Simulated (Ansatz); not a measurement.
An input for Ansatz 0.2.0 (Be):

Contents of input.yaml:

```yaml
crystal:
  lattice: { a: 2.5062419, b: 2.5062419, c: 2.5062419, alpha: 90.0, beta: 90.0, gamma: 90.0 }
  space_group: 229
  setting: { hermann_mauguin: Im-3m }
  reduce_to_primitive: true
  atoms:
    - { symbol: Be, position: [0.0, 0.0, 0.0] }
kpoints:
  mp_grid: { grid: [10, 10, 10] }
scf:
  occupations: { method: tetrahedron }
  mixing: { preconditioner: ldos }
hamiltonian:
  xc: lda
  pseudopotentials: { kind: all_electron, datasets: crystal }
magnetization:
  spin_polarized: true
  initial_magnetization: 0.0
  spin_locking: { lock_magnetization: hard }
output:
  forces: true
  stress: true
  eigenvalues: true
  elf: true
  volumetric_format: npy
```

Potentials or basis: all-electron PAW datasets made for the crystal.

The run is started by

```bash
$ ansatz run input.yaml --threads 1 --pin off --max-ram 2560MiB --backend cpu --events-out ev --progress --plain --runs-dir out
```

Q: What does the program do with it?

A: The run stopped without a result. It printed:

Output:

```text
Error: inconsistent input (scf.mixing.preconditioner, scf.occupations.method): ldos needs the smeared local DOS at the Fermi level to build its model. With no smearing kernel (method: fixed, a smearing width below the step floor, tetrahedron integration, or explicit occupations) the LDOS field is never tabulated. Use a smearing scheme with a finite width, or preconditioner: auto
```
